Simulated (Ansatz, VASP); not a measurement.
## Pd: VASP beside Ansatz

```
Pd
1.0
     2.78367    0.00000    0.00000
    -1.39183    2.41072    0.00000
     0.00000    0.00000    4.62889
Pd
2
Cartesian
  0.0000 1.6071 1.1572
  1.3918 0.8036 3.4717
```

This isn't the form of Pd at room conditions, which is fcc.

Alike in both runs: functional PBEsol; k mesh 11 × 11 × 6; occupations fermi-dirac, width 0.05 eV; non-collinear spin, spin-orbit coupling.

|  | VASP | Ansatz |
| --- | --- | --- |
| version | VASP 6.6.1 | Ansatz 0.2.0 |
| potentials or method | VASP PAW PBE potentials, release 64 (Pd) | Ansatz PAW |
| plane-wave cutoff (eV) | 520 | 420 |
| valence electrons in the cell | 20 | 36 |
| task | single point | band structure |

Ansatz gave:

* gap on the k mesh at the Fermi level (eV): none
* pressure (GPa): -10.2
* largest component of the traceless stress (GPa): 0.15
* net moment per atom (μB): 0.00

**Question.** Which values does VASP return?

**Answer.** gap on the k mesh at the Fermi level (eV): none; pressure (GPa): -10.4; largest component of the traceless stress (GPa): 0.10; net moment per atom (μB): 0.00.

A gap of «none» marks a metal or a gap that the smearing closes. The two sets of potentials don't hold the same shells in valence.

Caveats: the PAW data sets were made with another functional, which shifts forces and pressure a little (VASP); the PAW data sets come from PBE, with cores solved anew for the run's functional, which leaves a small shift of forces and pressure (Ansatz).
